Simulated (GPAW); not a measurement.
The system is GaP.

```
CELL_PARAMETERS angstrom
0.00000 2.72525 2.72525
2.72525 0.00000 2.72525
2.72525 2.72525 0.00000
ATOMIC_POSITIONS crystal
Ga 0.00000 0.00000 0.00000
P 0.25000 0.25000 0.25000
```

Base run:

| Item | Value |
| --- | --- |
| Program | GPAW 26.7.0 |
| Functional | SCAN |
| Potentials or basis | GPAW PAW data sets (gpaw-data 1.2.1) |
| Cutoff | 600 eV |
| Basis | pw |
| k mesh | 8 × 8 × 8 |
| Occupations | fermi-dirac, width 0.05 eV |
| Spin | spin-orbit coupling, no magnetisation |

Its results: band gap on the k mesh 1.89 eV, indirect (least direct gap 2.31 eV); pressure 1.3 GPa.

Task: The run is repeated on the same cell with these changes: functional from SCAN to TASK; band points from 100 to 80. What comes out?

Result: Band gap on the k mesh 2.40 eV, indirect (least direct gap 3.21 eV); pressure 5.6 GPa.

Caveats: spin-orbit coupling was added after a scalar SCF, so levels and gaps hold it while energy, forces, pressure and moments don't; this program's spin-orbit splittings come out too wide for heavy elements; the PAW data sets were made with another functional, which shifts forces and pressure a little.

A k mesh can miss the band edges.

Not every run made on this cell is shown here.
